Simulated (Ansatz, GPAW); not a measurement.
This is a calculation of TiC for Ansatz 0.2.0. The cell is a database's computed one, not the measured one.

The input input.yaml:

```yaml
crystal:
  lattice:
    - [0.0, 2.1657188437, 2.1657188437]
    - [2.1657188437, 0.0, 2.1657188437]
    - [2.1657188437, 2.1657188437, 0.0]
  atoms:
    - { symbol: Ti, position: [0.0, 0.0, 0.0] }
    - { symbol: C, position: [0.5, 0.5, 0.5] }
kpoints:
  mp_grid: { grid: [11, 11, 11] }
scf:
  occupations: { method: gaussian, width: 0.027 }
hamiltonian:
  xc: pbe
  pseudopotentials: { kind: all_electron, lapw: { basis_error: 0.001 } }
output:
  forces: true
  stress: true
  eigenvalues: true
```

Potentials or basis: all-electron LAPW, scalar-relativistic.

Run with:

```sh
$ ansatz run input.yaml --threads 1 --pin off --max-ram 3072MiB --backend cpu --events-out ev --progress --plain --runs-dir out
```

Question: Set up the same calculation for GPAW 26.7.0 (ASE script). Potentials or basis there: GPAW PAW data sets (gpaw-data 1.2.1), cutoff 800 eV.

Answer: As run (cutoffs and basis follow the program's own potentials, and thresholds, step limits or extra output files can differ):

Contents of run.py:

```python
from ase.dft.bandgap import bandgap
from ase.io import read, write
from ase.units import GPa
from gpaw import GPAW, PW

atoms = read('POSCAR')

calc = GPAW(mode=PW(800),
            xc='PBE',
            kpts={'size': (11, 11, 11), 'gamma': True},
            occupations={'name': 'methfessel-paxton', 'order': 0, 'width': 0.027000000000000003},
            nbands=18,
            convergence={'density': 1e-05, 'energy': 1e-05},
            maxiter=150,
            txt='gpaw.txt')
atoms.calc = calc
energy = atoms.get_potential_energy()
forces = atoms.get_forces()
stress = atoms.get_stress()
calc.write('gs.gpw')
write('result.traj', atoms)
print(f'Energy: {energy:.6f} eV')
print('Forces (eV/A):')
print(forces.round(4))
print('Stress (GPa):', (stress / GPa).round(3))
print('Fermi level:', round(calc.get_fermi_level(), 4), 'eV')
print(f'Gap: {bandgap(calc)[0]:.4f} eV, direct: {bandgap(calc, direct=True)[0]:.4f} eV')
```

File POSCAR:

```
TiC
1.0
    0.0000000000      2.1657188437      2.1657188437
    2.1657188437      0.0000000000      2.1657188437
    2.1657188437      2.1657188437      0.0000000000
Ti C
1 1
Direct
    0.0000000000      0.0000000000      0.0000000000
    0.5000000000      0.5000000000      0.5000000000
```

Potentials or basis: GPAW PAW data sets (gpaw-data 1.2.1), pw.

Run with:

```bash
$ OMP_NUM_THREADS=1 python run.py
```

Both were run:

|  | Ansatz | GPAW |
| --- | --- | --- |
| Pressure | 0.2 GPa | 0.9 GPa |

Where Ansatz's input types no cutoff or centring, it takes its own default and a Γ-centred mesh.

Pressure is positive in compression.
